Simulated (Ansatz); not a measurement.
# Sr started on a Cl site and Cl started on a Sr site in fluorite SrCl2, 96 atoms, charge 0

Aim: let the atoms about the defect relax, then find its formation energy and its levels in the gap by PBEsol, HSE06 and r²SCAN.

Program: Ansatz 0.2.0, PAW, plane waves. These are calculated values, not measurements.

## 1. The system as built

96 atoms (64 Cl, 32 Sr); a = 13.816 Å, b = 13.816 Å, c = 13.816 Å, α = 90.00°, β = 90.00°, γ = 90.00°. All atoms were shaken off their sites by about 0.02 Å along each axis. Defect site 1: (0.375, 0.625, 0.625). Defect site 2: (0.500, 0.500, 0.500).

The runs, in order: (2) PBEsol relaxation at the single k point (¼, ¼, ¼), on 1 × NVIDIA GB300 Max-Q with 8 threads of Arm Neoverse-V2; (3) HSE06 single point at the single k point (¼, ¼, ¼), on 1 × NVIDIA GB300 Max-Q with 8 threads of Arm Neoverse-V2; (4) r²SCAN single point at the single k point (¼, ¼, ¼), on 1 × NVIDIA GB300 Max-Q with 8 threads of Arm Neoverse-V2.

## 2. PBEsol relaxation in the fixed cell

in.yaml reads:

```yaml
crystal:
  lattice:
    - [13.816216, 0.000000, 0.000000]
    - [0.000000, 13.816216, 0.000000]
    - [0.000000, 0.000000, 13.816216]
  atoms:
    - { symbol: Cl, position: [0.373432, 0.126375, 0.125765] }
    - { symbol: Cl, position: [0.375677, 0.123515, 0.624345] }
    - { symbol: Cl, position: [0.376383, 0.628350, 0.126753] }
    - { symbol: Cl, position: [0.879300, 0.126338, 0.127426] }
    - { symbol: Cl, position: [0.873151, 0.126231, 0.624872] }
    - { symbol: Cl, position: [0.873848, 0.623822, 0.126277] }
    - { symbol: Cl, position: [0.872651, 0.621145, 0.625672] }
    - { symbol: Cl, position: [0.125167, 0.373010, 0.123623] }
    - { symbol: Cl, position: [0.123975, 0.374529, 0.625720] }
    - { symbol: Cl, position: [0.122808, 0.873872, 0.128243] }
    - { symbol: Cl, position: [0.125545, 0.875037, 0.624237] }
    - { symbol: Cl, position: [0.625009, 0.374707, 0.124870] }
    - { symbol: Cl, position: [0.628312, 0.375741, 0.623841] }
    - { symbol: Cl, position: [0.626750, 0.872234, 0.124493] }
    - { symbol: Cl, position: [0.626436, 0.874279, 0.623713] }
    - { symbol: Cl, position: [0.128215, 0.125000, 0.376642] }
    - { symbol: Cl, position: [0.123883, 0.125811, 0.875011] }
    - { symbol: Cl, position: [0.124179, 0.622875, 0.375537] }
    - { symbol: Cl, position: [0.126319, 0.625188, 0.875192] }
    - { symbol: Cl, position: [0.627317, 0.124651, 0.374532] }
    - { symbol: Cl, position: [0.624240, 0.127457, 0.874206] }
    - { symbol: Cl, position: [0.623338, 0.625038, 0.376642] }
    - { symbol: Cl, position: [0.624861, 0.627665, 0.874521] }
    - { symbol: Cl, position: [0.498205, 0.497626, 0.500429] }
    - { symbol: Cl, position: [0.126075, 0.127239, 0.124972] }
    - { symbol: Cl, position: [0.124396, 0.123752, 0.627665] }
    - { symbol: Cl, position: [0.125864, 0.624493, 0.124580] }
    - { symbol: Cl, position: [0.124241, 0.624764, 0.624470] }
    - { symbol: Cl, position: [0.626703, 0.126694, 0.124923] }
    - { symbol: Cl, position: [0.624862, 0.123920, 0.624653] }
    - { symbol: Cl, position: [0.625258, 0.625212, 0.125347] }
    - { symbol: Cl, position: [0.623705, 0.624535, 0.624783] }
    - { symbol: Cl, position: [0.375221, 0.376831, 0.374757] }
    - { symbol: Cl, position: [0.376923, 0.372494, 0.877766] }
    - { symbol: Cl, position: [0.374101, 0.876922, 0.373575] }
    - { symbol: Cl, position: [0.374248, 0.875917, 0.874838] }
    - { symbol: Cl, position: [0.873424, 0.373798, 0.377363] }
    - { symbol: Cl, position: [0.875941, 0.373936, 0.876785] }
    - { symbol: Cl, position: [0.874745, 0.873626, 0.374741] }
    - { symbol: Cl, position: [0.875197, 0.874499, 0.872335] }
    - { symbol: Cl, position: [0.373225, 0.376729, 0.127926] }
    - { symbol: Cl, position: [0.373692, 0.374712, 0.624949] }
    - { symbol: Cl, position: [0.373923, 0.876450, 0.123302] }
    - { symbol: Cl, position: [0.373457, 0.876159, 0.624418] }
    - { symbol: Cl, position: [0.875495, 0.374279, 0.124000] }
    - { symbol: Cl, position: [0.875742, 0.375476, 0.625958] }
    - { symbol: Cl, position: [0.876269, 0.874586, 0.121881] }
    - { symbol: Cl, position: [0.874019, 0.877355, 0.622616] }
    - { symbol: Cl, position: [0.375752, 0.124246, 0.374234] }
    - { symbol: Cl, position: [0.376027, 0.125546, 0.876977] }
    - { symbol: Cl, position: [0.374952, 0.624728, 0.376910] }
    - { symbol: Cl, position: [0.376462, 0.626424, 0.877279] }
    - { symbol: Cl, position: [0.875088, 0.128846, 0.377552] }
    - { symbol: Cl, position: [0.875498, 0.124657, 0.875884] }
    - { symbol: Cl, position: [0.874904, 0.623592, 0.374421] }
    - { symbol: Cl, position: [0.874521, 0.625115, 0.875190] }
    - { symbol: Cl, position: [0.124470, 0.374493, 0.377421] }
    - { symbol: Cl, position: [0.123815, 0.373530, 0.876748] }
    - { symbol: Cl, position: [0.124497, 0.875193, 0.373905] }
    - { symbol: Cl, position: [0.125168, 0.875765, 0.871347] }
    - { symbol: Cl, position: [0.624944, 0.372726, 0.373701] }
    - { symbol: Cl, position: [0.625128, 0.374819, 0.875778] }
    - { symbol: Cl, position: [0.625769, 0.873730, 0.372613] }
    - { symbol: Cl, position: [0.625945, 0.874472, 0.874229] }
    - { symbol: Sr, position: [0.372547, 0.623791, 0.625770] }
    - { symbol: Sr, position: [0.000382, 0.998634, 0.000620] }
    - { symbol: Sr, position: [0.999864, 0.002582, 0.500085] }
    - { symbol: Sr, position: [0.999034, 0.503676, 0.000404] }
    - { symbol: Sr, position: [0.997290, 0.498103, 0.501226] }
    - { symbol: Sr, position: [0.503717, 0.997863, 0.997676] }
    - { symbol: Sr, position: [0.502866, 0.000286, 0.499129] }
    - { symbol: Sr, position: [0.500005, 0.498378, 0.000139] }
    - { symbol: Sr, position: [0.247937, 0.249079, 0.999220] }
    - { symbol: Sr, position: [0.251067, 0.250438, 0.501119] }
    - { symbol: Sr, position: [0.251633, 0.753079, 0.999440] }
    - { symbol: Sr, position: [0.245643, 0.747974, 0.502181] }
    - { symbol: Sr, position: [0.749934, 0.248717, 0.001602] }
    - { symbol: Sr, position: [0.748262, 0.250734, 0.500442] }
    - { symbol: Sr, position: [0.749624, 0.749084, 0.000232] }
    - { symbol: Sr, position: [0.748789, 0.748341, 0.496670] }
    - { symbol: Sr, position: [0.251017, 0.000834, 0.251415] }
    - { symbol: Sr, position: [0.251618, 0.001589, 0.749797] }
    - { symbol: Sr, position: [0.249562, 0.498908, 0.250055] }
    - { symbol: Sr, position: [0.249814, 0.497992, 0.750241] }
    - { symbol: Sr, position: [0.748811, 0.999118, 0.251182] }
    - { symbol: Sr, position: [0.749484, 0.999895, 0.748881] }
    - { symbol: Sr, position: [0.752987, 0.500459, 0.251507] }
    - { symbol: Sr, position: [0.749958, 0.499755, 0.753252] }
    - { symbol: Sr, position: [0.000801, 0.249967, 0.248687] }
    - { symbol: Sr, position: [0.000148, 0.251079, 0.752158] }
    - { symbol: Sr, position: [0.999329, 0.749760, 0.251154] }
    - { symbol: Sr, position: [0.000802, 0.749557, 0.752345] }
    - { symbol: Sr, position: [0.499843, 0.250636, 0.251786] }
    - { symbol: Sr, position: [0.497280, 0.253335, 0.749830] }
    - { symbol: Sr, position: [0.500262, 0.750376, 0.250063] }
    - { symbol: Sr, position: [0.502111, 0.748853, 0.748638] }
  symmetry: { detect: false }
kpoints:
  mp_grid: { grid: [1, 1, 1], shift: [0.25, 0.25, 0.25] }
hamiltonian:
  xc: pbesol
scf:
  occupations: { method: fermi_dirac, width: 0.01 }
relax:
  f_tol: 0.03
  max_steps: 80
  escape_saddle: false
  adjacent_minimum: "off"
output:
  forces: true
  eigenvalues: true
  populations: true
```

Launch:

```
ansatz run in.yaml --threads 8 --pin off --max-ram 118750MiB --runs-dir r --events-out ev --progress --plain --backend cuda --devices 0,
```

After this run come: Single point with HSE06; r²SCAN single point.

**Question.** What will these runs give? Wanted: for each run, formation energy; host gap; top filled to lowest empty.

The runs gave:

```
             level        time  formation energy (eV)  host gap (eV)  top filled to lowest empty (eV)
PBEsol, relaxation  72 s (GPU)                   1.75           5.25                             4.62
             HSE06  94 s (GPU)                   2.00           6.74                             5.87
            r²SCAN  16 s (GPU)                   2.01           5.97                             5.10
```

```
     quantity                               value
   relaxation  28 recorded steps, 10.32 eV gained
largest shift                       3.12 Å (Sr65)
```

**What this shows.** The relaxation lowers the energy by 10.32 eV; the largest shift is 3.12 Å (Sr65). The formation energy goes from 1.75 eV (PBEsol) to 2.01 eV (r²SCAN). The reservoirs are the elements' reference phases; where the defect changes the composition, the value depends on that choice. r²SCAN puts 4 localised levels over 0.1 eV inside the gap, at 0.62 (filled), 0.62 (filled), 0.66 (filled), 5.76 (empty) eV, the tightest of them shared by about 3 atoms. The HSE06 single point took about 6.1 times as long as the r²SCAN one on the same kind of device. The host's edges were read at Γ, so band-like levels at this k point need not coincide with them. One k point and a cell of this size can leave errors of several tenths of an eV.
